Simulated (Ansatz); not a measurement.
Take a crystal in which Al has been replaced by B on all its sites, with the cell rescaled by a rough guess (in some cases also distorted within its space group) and nothing relaxed:

```yaml
crystal:
  lattice:
    - [2.47883, 0.00000, 0.00000]
    - [0.00000, 4.08641, 0.00000]
    - [0.00000, 0.00000, 4.27800]
  atoms:
    - { symbol: Ti, position: [0.00000, 0.50000, 0.16592] }
    - { symbol: B, position: [0.50000, 0.50000, 0.66727] }
    - { symbol: B, position: [0.50000, 0.00000, 0.33091] }
    - { symbol: B, position: [0.00000, 0.00000, 0.83590] }
```

Method: Ansatz, DFT PBE, scalar-relativistic, plane waves, PAW.

Plane waves to 420 eV, a k mesh through Γ of 16×10×10 on the computed 4-atom cell and Gaussian smearing (0.10 eV); no spin polarisation.

Problem. What pressure does the cell carry?

Solution. The pressure is -25.3 GPa (positive in compression), so the cell would contract.

Problem. Is it a metal on this mesh?

Solution. Yes, a band crosses the Fermi level.

Problem. What is its energy against the elements in their standard states?

Solution. +1.055 eV/atom at this unrelaxed geometry, with the elements in the same functional.